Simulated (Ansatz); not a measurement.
# Bands of HgTe

```yaml
crystal:
  lattice:
    - [0.00000, 2.92150, 2.92150]
    - [2.92150, 0.00000, 2.92150]
    - [2.92150, 2.92150, 0.00000]
  atoms:
    - { symbol: Hg, position: [0.00000, 0.00000, 0.00000] }
    - { symbol: Te, position: [0.50000, 0.50000, 0.50000] }
```

Atoms are numbered in the order listed.

The geometry is COD entry 1538296, unchecked; take it as a test cell.

Spin–orbit coupling is left out, though it moves levels of the heavy atoms by tenths of an eV or more.

Method: DFT, PBEsol, all-electron LAPW, scalar-relativistic (Ansatz 0.2.0).

Numerical set-up: a Γ-centred 12×12×12 k mesh, Fermi–Dirac smearing of 0.08 eV, basis error target 1 meV/atom, no spin polarisation.

Points in fractions of the reciprocal vectors of this cell: Γ (0, 0, 0), X (0.5, 0, 0.5), U (0.625, 0.25, 0.625), K (0.375, 0.375, 0.75), L (0.5, 0.5, 0.5), W (0.5, 0.25, 0.75). The path joins them by straight lines in the order Γ–X–U–K–Γ–L–W–X; legs that retrace an earlier one aren't tabulated. Energies are in eV from the Fermi level.

**Question.** Metal or insulator at this level of theory?

**Answer.** No gap opens: metallic or semimetallic.

**Question.** Tabulate bands 27 to 32, counted from the lowest band of the run, along the path.

**Answer.** 
```json
{"k (1/Å)": "0.00", "point": "Γ", "band 27": "-0.91", "band 28": "-0.91", "band 29": "-0.91", "band 30": "-0.39", "band 31": "7.65", "band 32": "7.80"}
{"k (1/Å)": "0.15", "point": "", "band 27": "-1.83", "band 28": "-0.99", "band 29": "-0.99", "band 30": "0.81", "band 31": "6.81", "band 32": "6.84"}
{"k (1/Å)": "0.31", "point": "", "band 27": "-2.66", "band 28": "-1.23", "band 29": "-1.23", "band 30": "2.17", "band 31": "5.09", "band 32": "6.12"}
{"k (1/Å)": "0.46", "point": "", "band 27": "-3.20", "band 28": "-1.60", "band 29": "-1.60", "band 30": "1.75", "band 31": "5.34", "band 32": "5.56"}
{"k (1/Å)": "0.61", "point": "", "band 27": "-3.54", "band 28": "-2.03", "band 29": "-2.03", "band 30": "0.02", "band 31": "5.14", "band 32": "7.12"}
{"k (1/Å)": "0.77", "point": "", "band 27": "-3.85", "band 28": "-2.43", "band 29": "-2.43", "band 30": "-1.61", "band 31": "4.85", "band 32": "8.69"}
{"k (1/Å)": "0.92", "point": "", "band 27": "-4.45", "band 28": "-2.71", "band 29": "-2.71", "band 30": "-2.66", "band 31": "4.68", "band 32": "9.45"}
{"k (1/Å)": "1.08", "point": "X", "band 27": "-5.19", "band 28": "-2.93", "band 29": "-2.81", "band 30": "-2.81", "band 31": "4.63", "band 32": "9.81"}
{"k (1/Å)": "1.13", "point": "", "band 27": "-5.17", "band 28": "-3.32", "band 29": "-2.79", "band 30": "-2.42", "band 31": "4.65", "band 32": "9.75"}
{"k (1/Å)": "1.18", "point": "", "band 27": "-5.12", "band 28": "-3.74", "band 29": "-2.72", "band 30": "-1.98", "band 31": "4.72", "band 32": "9.55"}
{"k (1/Å)": "1.24", "point": "", "band 27": "-5.03", "band 28": "-4.14", "band 29": "-2.61", "band 30": "-1.54", "band 31": "4.84", "band 32": "9.25"}
{"k (1/Å)": "1.29", "point": "", "band 27": "-4.91", "band 28": "-4.51", "band 29": "-2.45", "band 30": "-1.12", "band 31": "5.01", "band 32": "8.88"}
{"k (1/Å)": "1.35", "point": "", "band 27": "-4.81", "band 28": "-4.77", "band 29": "-2.26", "band 30": "-0.71", "band 31": "5.20", "band 32": "8.47"}
{"k (1/Å)": "1.40", "point": "", "band 27": "-5.05", "band 28": "-4.61", "band 29": "-2.04", "band 30": "-0.33", "band 31": "5.41", "band 32": "8.02"}
{"k (1/Å)": "1.46", "point": "U", "band 27": "-5.21", "band 28": "-4.43", "band 29": "-1.79", "band 30": "0.02", "band 31": "5.60", "band 32": "7.56"}
{"k (1/Å)": "1.55", "point": "", "band 27": "-5.29", "band 28": "-4.23", "band 29": "-1.95", "band 30": "0.52", "band 31": "5.62", "band 32": "6.97"}
{"k (1/Å)": "1.64", "point": "", "band 27": "-5.38", "band 28": "-3.89", "band 29": "-2.40", "band 30": "1.34", "band 31": "5.20", "band 32": "6.65"}
{"k (1/Å)": "1.74", "point": "", "band 27": "-5.43", "band 28": "-3.50", "band 29": "-2.87", "band 30": "2.07", "band 31": "4.51", "band 32": "6.85"}
{"k (1/Å)": "1.83", "point": "", "band 27": "-5.43", "band 28": "-3.50", "band 29": "-2.87", "band 30": "2.07", "band 31": "4.51", "band 32": "6.85"}
{"k (1/Å)": "1.93", "point": "", "band 27": "-5.38", "band 28": "-3.89", "band 29": "-2.40", "band 30": "1.34", "band 31": "5.20", "band 32": "6.65"}
{"k (1/Å)": "2.02", "point": "", "band 27": "-5.29", "band 28": "-4.23", "band 29": "-1.95", "band 30": "0.52", "band 31": "5.62", "band 32": "6.97"}
{"k (1/Å)": "2.11", "point": "K", "band 27": "-5.21", "band 28": "-4.43", "band 29": "-1.79", "band 30": "0.02", "band 31": "5.60", "band 32": "7.56"}
{"k (1/Å)": "2.28", "point": "", "band 27": "-5.35", "band 28": "-3.82", "band 29": "-0.95", "band 30": "0.99", "band 31": "5.65", "band 32": "6.19"}
{"k (1/Å)": "2.44", "point": "", "band 27": "-5.20", "band 28": "-3.13", "band 29": "-0.10", "band 30": "1.89", "band 31": "5.02", "band 32": "5.05"}
{"k (1/Å)": "2.60", "point": "", "band 27": "-4.84", "band 28": "-2.43", "band 29": "0.41", "band 30": "2.88", "band 31": "4.21", "band 32": "4.52"}
{"k (1/Å)": "2.77", "point": "", "band 27": "-4.20", "band 28": "-1.79", "band 29": "0.24", "band 30": "3.19", "band 31": "4.13", "band 32": "4.95"}
{"k (1/Å)": "2.93", "point": "", "band 27": "-3.25", "band 28": "-1.30", "band 29": "-0.28", "band 30": "2.10", "band 31": "5.46", "band 32": "6.01"}
{"k (1/Å)": "3.09", "point": "", "band 27": "-2.05", "band 28": "-1.00", "band 29": "-0.73", "band 30": "0.79", "band 31": "6.68", "band 32": "6.86"}
{"k (1/Å)": "3.25", "point": "Γ", "band 27": "-0.91", "band 28": "-0.91", "band 29": "-0.91", "band 30": "-0.39", "band 31": "7.65", "band 32": "7.80"}
{"k (1/Å)": "3.39", "point": "", "band 27": "-1.85", "band 28": "-0.85", "band 29": "-0.85", "band 30": "0.52", "band 31": "6.76", "band 32": "7.42"}
{"k (1/Å)": "3.52", "point": "", "band 27": "-2.98", "band 28": "-0.69", "band 29": "-0.69", "band 30": "1.52", "band 31": "5.83", "band 32": "6.65"}
{"k (1/Å)": "3.65", "point": "", "band 27": "-4.03", "band 28": "-0.44", "band 29": "-0.44", "band 30": "2.28", "band 31": "5.07", "band 32": "5.81"}
{"k (1/Å)": "3.79", "point": "", "band 27": "-4.93", "band 28": "-0.16", "band 29": "-0.16", "band 30": "2.64", "band 31": "4.60", "band 32": "5.02"}
{"k (1/Å)": "3.92", "point": "", "band 27": "-5.58", "band 28": "0.14", "band 29": "0.14", "band 30": "2.60", "band 31": "4.37", "band 32": "4.37"}
{"k (1/Å)": "4.05", "point": "", "band 27": "-5.93", "band 28": "0.37", "band 29": "0.37", "band 30": "2.45", "band 31": "3.91", "band 32": "3.91"}
{"k (1/Å)": "4.19", "point": "L", "band 27": "-6.03", "band 28": "0.46", "band 29": "0.46", "band 30": "2.38", "band 31": "3.75", "band 32": "3.75"}
{"k (1/Å)": "4.29", "point": "", "band 27": "-6.02", "band 28": "0.01", "band 29": "0.28", "band 30": "2.71", "band 31": "3.10", "band 32": "3.99"}
{"k (1/Å)": "4.40", "point": "", "band 27": "-5.99", "band 28": "-0.83", "band 29": "-0.25", "band 30": "2.56", "band 31": "3.15", "band 32": "4.74"}
{"k (1/Å)": "4.51", "point": "", "band 27": "-5.92", "band 28": "-1.71", "band 29": "-1.04", "band 30": "2.31", "band 31": "3.51", "band 32": "5.76"}
{"k (1/Å)": "4.62", "point": "", "band 27": "-5.77", "band 28": "-2.52", "band 29": "-1.93", "band 30": "2.22", "band 31": "3.88", "band 32": "6.70"}
{"k (1/Å)": "4.73", "point": "", "band 27": "-5.52", "band 28": "-3.23", "band 29": "-2.79", "band 30": "2.20", "band 31": "4.28", "band 32": "7.06"}
{"k (1/Å)": "4.84", "point": "", "band 27": "-5.14", "band 28": "-3.75", "band 29": "-3.55", "band 30": "2.21", "band 31": "4.64", "band 32": "6.86"}
{"k (1/Å)": "4.95", "point": "W", "band 27": "-4.86", "band 28": "-3.96", "band 29": "-3.96", "band 30": "2.21", "band 31": "4.80", "band 32": "6.78"}
{"k (1/Å)": "5.02", "point": "", "band 27": "-4.83", "band 28": "-4.21", "band 29": "-3.71", "band 30": "1.85", "band 31": "5.19", "band 32": "6.25"}
{"k (1/Å)": "5.10", "point": "", "band 27": "-4.74", "band 28": "-4.46", "band 29": "-3.48", "band 30": "1.08", "band 31": "5.78", "band 32": "6.03"}
{"k (1/Å)": "5.18", "point": "", "band 27": "-4.69", "band 28": "-4.58", "band 29": "-3.26", "band 30": "0.22", "band 31": "5.38", "band 32": "7.01"}
{"k (1/Å)": "5.25", "point": "", "band 27": "-4.89", "band 28": "-4.31", "band 29": "-3.08", "band 30": "-0.63", "band 31": "5.06", "band 32": "7.99"}
{"k (1/Å)": "5.33", "point": "", "band 27": "-5.05", "band 28": "-3.94", "band 29": "-2.93", "band 30": "-1.44", "band 31": "4.82", "band 32": "8.88"}
{"k (1/Å)": "5.41", "point": "", "band 27": "-5.15", "band 28": "-3.46", "band 29": "-2.85", "band 30": "-2.19", "band 31": "4.68", "band 32": "9.55"}
{"k (1/Å)": "5.48", "point": "X", "band 27": "-5.19", "band 28": "-2.93", "band 29": "-2.81", "band 30": "-2.81", "band 31": "4.63", "band 32": "9.81"}
```
